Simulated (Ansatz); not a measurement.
All numbers below come from Ansatz, DFT PBE, scalar-relativistic, plane waves, PAW. All cells share a 420 eV cutoff and Γ-centred k meshes spaced at most about 0.3 Å⁻¹ (about 0.25 or finer for metals, 2π included). Collinear spin in cells that started with moments and kept them past the coarse steps, no spin elsewhere.

Temperature and zero-point effects are left out. All come from trial cells, and lower structures may exist.

Problem. Which of these relaxed structures of Fe2Pt3 is the lowest in energy?
A.

Space group C2/m (No. 12). a = 8.587 Å, b = 3.879 Å, c = 5.997 Å, α = 90.00°, β = 133.67°, γ = 90.00°
```json
{"atom": "Fe", "site": "4i", "symmetry": "m", "x": "0.9078", "y": "0.5000", "z": "0.7086"}
{"atom": "Pt", "site": "2c", "symmetry": "2/m", "x": "0.0000", "y": "0.0000", "z": "0.5000"}
{"atom": "Pt", "site": "4i", "symmetry": "m", "x": "0.2994", "y": "0.5000", "z": "0.8850"}
```

B.

Space group R-3m:H (No. 166). a = 4.376 Å, b = 4.376 Å, c = 13.319 Å, α = 90.00°, β = 90.00°, γ = 120.00°
```csv
atom,site,symmetry,x,y,z
Fe,6c,3m,0.3333,0.6667,0.8676
Pt,3a,-3m,0.0000,0.0000,0.0000
Pt,6c,3m,0.6667,0.3333,0.7333
```

Solution. A. It has Fe and Pt ordered on fcc sites, space group C2/m (No. 12); the next, B, with Fe and Pt ordered on bcc sites, space group R-3m (No. 166), lies 163 meV/atom higher. Largest moments: A 3.0 μB, B 3.1 μB. Counting all near atoms (those within 1.25 times the shortest distance at each site; a plus sign parts nearer from farther groups), the lowest has Fe 12, Pt 12 and the next has Fe 8+6, Pt 8+6.

Spin–orbit coupling, which can matter for Pt, is left out. The magnetic state reached may not be the lowest. Cells relaxed within their symmetry can be saddle points. The C2/m cell of Fe2Pt3 came from shaking the R-3m one. Some types were kept out of the candidates beforehand, so the set may lack a known form.
